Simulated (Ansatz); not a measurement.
LiI under a change: pressure −2 GPa

Consider LiI in the rock salt structure (space group Fm-3m, No. 225; a = 6.019 Å).

It is then changed as follows: hydrostatic tension (pressure −2 GPa).

Calculations: plane-wave PAW DFT at the PBE level (Ansatz, a program for electronic structure, 420 eV), no SOC. k-mesh 10×10×10 (Γ-centred); smearing 0.05 eV (Fermi–Dirac).

| quantity | base | changed | shift |
|---|---|---|---|
| volume per atom | 27.26 Å³ | 31.28 Å³ | +4.02 Å³ |
| density | 4.08 g/cm³ | 3.55 g/cm³ | -0.524 g/cm³ |
| shortest interatomic distance | 3.010 Å | 3.151 Å | +0.141 Å |
| enthalpy H = E + PV relative to the base's energy | – | -0.36 eV/atom | – |
| band gap | 4.25 eV | 3.77 eV | -0.472 eV |
| gap character | indirect, K–Γ (79 % along) → Γ | indirect, K–Γ (79 % along) → Γ | – |
| width of the top valence band | 1.27 eV | 1.00 eV | -0.27 eV |
| electron mass | 0.29 mₑ (at Γ) | 0.30 mₑ (at Γ) | – |
| valley order (the lowest conduction-band minima on the path, energy above the VBM, named in the base's zone) | Γ 4.25 eV; X along ⟨100⟩ 4.36 eV; L along ⟨111⟩ 4.59 eV | Γ 3.77 eV; X along ⟨100⟩ 4.31 eV; L along ⟨111⟩ 4.59 eV | – |

Final structure:

```
CELL_PARAMETERS angstrom
      0.00000     3.15075     3.15075
      3.15075     0.00000     3.15075
      3.15075     3.15075     0.00000
ATOMIC_POSITIONS crystal
  I  0.00000 0.00000 0.00000
  Li 0.50000 0.50000 0.50000
```

Spin-orbit coupling, missing from the scalar runs, can matter with I. Load acts through the strain it causes; cell and atoms are relaxed under it. Effective masses come from finite differences of ±0.01 Å⁻¹. Whether these cells are dynamically stable was not tested.
